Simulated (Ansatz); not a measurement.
**Kick test of a cell of SrO**

The cell was found from a structure generator's guess, not taken from experiment.

Theory: Ansatz, DFT PBE, scalar-relativistic, plane waves, PAW. Plane waves to 420 eV, a k mesh through Γ of 8×8×4 on the computed 4-atom cell and Gaussian smearing (0.02 eV); no spin polarisation.

The cell below (4 atoms, space group P4_2/mmc (No. 131)) is relaxed within its symmetry.

```xyz
4
Lattice="3.6409 0.0000 0.0000 0.0000 3.6409 0.0000 0.0000 0.0000 6.5852" Properties=species:S:1:pos:R:3 pbc="T T T"
Sr    1.8205    1.8205    1.6463
Sr    1.8205    1.8205    4.9389
O     0.0000    1.8205    0.0000
O     1.8205    0.0000    3.2926
```

For the test a repeat of it with 8 atoms (edges 3.64, 6.59, 7.28 Å) was strained at random (σ = 1.5 % a component), the atoms were moved at random (σ = 0.15 Å), and all was relaxed again on a coarse 4×2×2 mesh (in the run’s order of axes) with 0.10 eV smearing, with no symmetry imposed.

Question: Does it come back?

Answer: It doesn't return. The energy falls by 288 meV/atom on that mesh, the volume changes by -20.0 %, and the end has space group R3m (No. 160) at a loose tolerance. Relaxed again on a 6×6×6 mesh with 0.02 eV smearing, the new structure lies 288 meV/atom below the first (mesh in the axes of the run's cell; the cell below is made exact in the group named). Space group R3m (No. 160), trigonal, a = 3.593 Å, c = 18.751 Å. Around Sr on its first site lie 6 O at 2.59–2.63 Å; around Sr on its second site lie 6 O at 2.58–2.59 Å; O on its first site is surrounded by 6 Sr at 2.58–2.59 Å; O on its second site is surrounded by 6 Sr at 2.59–2.63 Å.

```cif
data_structure
_symmetry_space_group_name_H-M 'P 1'
_symmetry_Int_Tables_number 1
_cell_length_a 6.5856
_cell_length_b 6.5856
_cell_length_c 6.5856
_cell_angle_alpha 31.658
_cell_angle_beta 31.658
_cell_angle_gamma 31.658
_cell_volume 69.87
loop_
_atom_site_label
_atom_site_type_symbol
_atom_site_fract_x
_atom_site_fract_y
_atom_site_fract_z
_atom_site_occupancy
Sr1 Sr 0.87553 0.87553 0.87553 1
Sr2 Sr 0.04471 0.04471 0.04471 1
O1 O 0.45952 0.45952 0.45952 1
O2 O 0.62838 0.62838 0.62838 1
```
